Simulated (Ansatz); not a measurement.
The system is CuO.

```
Cu O
1.0
     0.00000    2.11656    2.11656
     2.11656    0.00000    2.11656
     2.11656    2.11656    0.00000
Cu O
1 1
Direct
  0.02950 0.02810 0.90803
  0.47050 0.47190 0.59197
```

The cell comes from a database or a generator and needn't be the stable form of this composition.

- Program: Ansatz 0.2.0
- Task: relaxation of cell and atoms
- Functional: PBE
- Potentials or basis: all-electron LAPW, scalar-relativistic
- Basis error allowed: 0.002 eV/atom
- k mesh: 9 × 9 × 9
- Occupations: fermi-dirac, width 0.05 eV
- Spin: no spin polarisation

At the start: volume 9.48 Å³/atom.

Q: Where does the relaxation end?

A: Over 9 steps the energy falls by 206.5 meV/atom and the volume is 9.55 Å³/atom (+0.7 %); space group Fm-3m (No. 225, to 0.05 Å).

The path:
```tsv
step	energy change (eV)	largest force (eV/Å)	volume (Å³)
1	0.0000	0.9758	18.96
2	-0.0771	0.7092	19.75
3	-0.1313	0.6351	20.42
4	-0.3046	0.3195	20.63
5	-0.3986	0.0683	19.36
6	-0.4120	0.0033	19.10
7	-0.4130	0.0007	19.09
8	-0.4130	0.0000	19.10
9	-0.4130	0.0000	19.10
```

Final structure:
```xyz
2
Lattice="0.0000 2.1217 2.1213 2.1217 0.0001 2.1212 2.1217 2.1217 0.0000" Properties=species:S:1:pos:R:3 pbc="T T T"
Cu    2.1217    2.1217    0.0000
O     2.1217    2.1217    2.1213
```

Caveat: the k mesh is thin for a metal, which can move the energy by tens of meV per atom; the run has no spin polarisation, though such a crystal can be magnetic.
